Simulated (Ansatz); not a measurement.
Crystal: SnTe.

```
Te Sn
1.0
     0.00000    3.61115    3.61115
     3.61115    0.00000    3.61115
     3.61115    3.61115    0.00000
Te Sn
1 1
Direct
  0.25000 0.25000 0.25000
  0.00000 0.00000 0.00000
```

Measurements of this composition are mostly on another form, of space group No. 225.

| Item | Value |
| --- | --- |
| Program | Ansatz 0.2.0 |
| Task | relaxation of cell and atoms |
| Functional | PBEsol |
| Potentials or basis | all-electron LAPW, scalar-relativistic |
| Basis error allowed | 0.001 eV/atom |
| k mesh | 7 × 7 × 7 |
| Occupations | fermi-dirac, width 0.05 eV |
| Spin | no spin polarisation |

At the start: volume 47.09 Å³/atom.

Q: Where does the relaxation end?

A: Over 4 steps the energy falls by 11.9 meV/atom and the volume is 44.43 Å³/atom (-5.6 %); space group F-43m (No. 216, to 0.05 Å).

Step by step:
| step | energy change (eV) | largest force (eV/Å) | volume (Å³) |
| --- | --- | --- | --- |
| 1 | 0.0000 | 0.0000 | 94.18 |
| 2 | -0.0237 | 0.0000 | 89.14 |
| 3 | -0.0238 | 0.0000 | 88.87 |
| 4 | -0.0238 | 0.0000 | 88.87 |

Final structure:
```
Te Sn
1.0
     0.00000    3.54194    3.54194
     3.54194    0.00000    3.54194
     3.54194    3.54194    0.00000
Te Sn
1 1
Direct
  0.25000 0.25000 0.25000
  0.00000 0.00000 0.00000
```
